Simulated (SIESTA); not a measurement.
The system is W.

```xyz
1
Lattice="-1.5823 1.5823 1.5823 1.5823 -1.5823 1.5823 1.5823 1.5823 -1.5823" Properties=species:S:1:pos:R:3 pbc="T T T"
W     0.0000    0.0000    0.0000
```

Base run:

- Program: SIESTA 5.4.2
- Functional: PBEsol
- Potentials or basis: PseudoDojo 0.4 standard (PBEsol files)
- Basis: DZP (energy shift 0.003 Ry; two zetas on semicore shells)
- Grid cutoff: 800 Ry
- Energy shift: 0.003 Ry
- k mesh: 12 × 12 × 12
- Occupations: fermi-dirac, width 0.05 eV
- Spin: no spin polarisation

Its results: band gap on the k mesh none (metal or under the smearing width); pressure 0.9 GPa.

Task: The run is repeated on the same cell with these changes: functional from PBEsol to AM05. What comes out?

Result: Band gap on the k mesh none (metal or under the smearing width); pressure -0.4 GPa.

Caveats: short orbitals over semicore shells can move pressures by several GPa; the basis of atomic orbitals isn't converged, which shifts pressures, moduli and gaps; the potentials were made for another functional, which shifts forces and pressure (some runs).
